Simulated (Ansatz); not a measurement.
Runs of Ansatz 0.2.0 on I. The structure is tetragonal, space group I4/mmm (No. 139). The conventional cell has a = 3.235 Å, b = 3.235 Å, c = 8.530 Å, α = 90.00°, β = 90.00°, γ = 90.00°. Around I (site symmetry 4/mmm) lie 4 I at 3.23 Å. 

| task | level | potentials or basis | spin | fixed moment (μB) | cell | k mesh | cutoff (eV) | smearing | basis error allowed | mesh quality | gap on the mesh (eV) | pressure (GPa) |
| --- | --- | --- | --- | --- | --- | --- | --- | --- | --- | --- | --- | --- |
| single point | PBE | all-electron LAPW, scalar-relativistic | off | - | as given | 4 × 4 × 4 | 145 | fermi-dirac 0.02 eV | 0.002 eV/atom | coarse | 1.31 | -1.4 |
| single point | PBE | all-electron LAPW, scalar-relativistic | off | - | cell strained at random at fixed volume | 11 × 11 × 11 | 159 | fermi-dirac 0.05 eV | 0.001 eV/atom | not flagged | none | 0.1 |
| band structure | PBE-PBEsol | all-electron LAPW, scalar-relativistic | off | - | cell strained at random at fixed volume | 11 × 11 × 11 | 143 | fermi-dirac 0.1 eV | 0.002 eV/atom | not flagged | - | 0.2 |
| single point | PBE | all-electron PAW datasets made for the crystal | off | - | volume scaled by 0.96 | 11 × 11 × 11 | 140 | fermi-dirac 0.025 eV | - | not flagged | none | (a) |

Fill in the values left out.

(a) 1.2.

Caveats: some runs use coarse meshes; an odd number of electrons without spin polarisation forces a metal (some runs); a magnetic or distorted state may lie lower (some runs); spin-orbit coupling is left out, which moves the levels of the heavy elements (some runs).

A k mesh can miss the band edges, and the runs leave out spin-orbit coupling on I.

A gap of «none» marks a metal or a gap under the smearing width.

The runs don't all hold the same shells in valence.
